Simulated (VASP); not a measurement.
**MgH2: equation of state with PBE**

The system is MgH2.

```
Mg H
1.0
     0.00000    2.38107    2.38107
     2.38107    0.00000    2.38107
     2.38107    2.38107    0.00000
Mg H
1 2
Cartesian
  0.0000 0.0000 0.0000
  1.1905 1.1905 1.1905
  3.5716 3.5716 3.5716
```

Measurements of this composition are mostly on another form, of space group No. 136.

- Program: VASP 6.6.1
- Task: equation of state
- Functional: PBE
- Potentials or basis: VASP PAW PBE potentials, release 64 (Mg, H)
- Cutoff: 520 eV
- k mesh: 10 × 10 × 10
- Occupations: fermi-dirac, width 0.05 eV
- Spin: no spin polarisation

```yaml
Equilibrium_volume: 8.94 Å³/atom
Bulk_modulus: 60 GPa
Pressure_derivative_of_the_bulk_modulus: 3.5
```

Energy against volume, from the lowest point:
```csv
volume (Å³/atom),energy (meV/atom)
8.460,5.25
8.640,1.97
8.820,0.27
9.000,0.00
9.180,1.05
9.360,3.31
9.540,6.67
```

All runs of the series together: 120 s on 1 thread of Intel(R) Xeon(R) Platinum 8488C (Sapphire Rapids), with other jobs on the host.
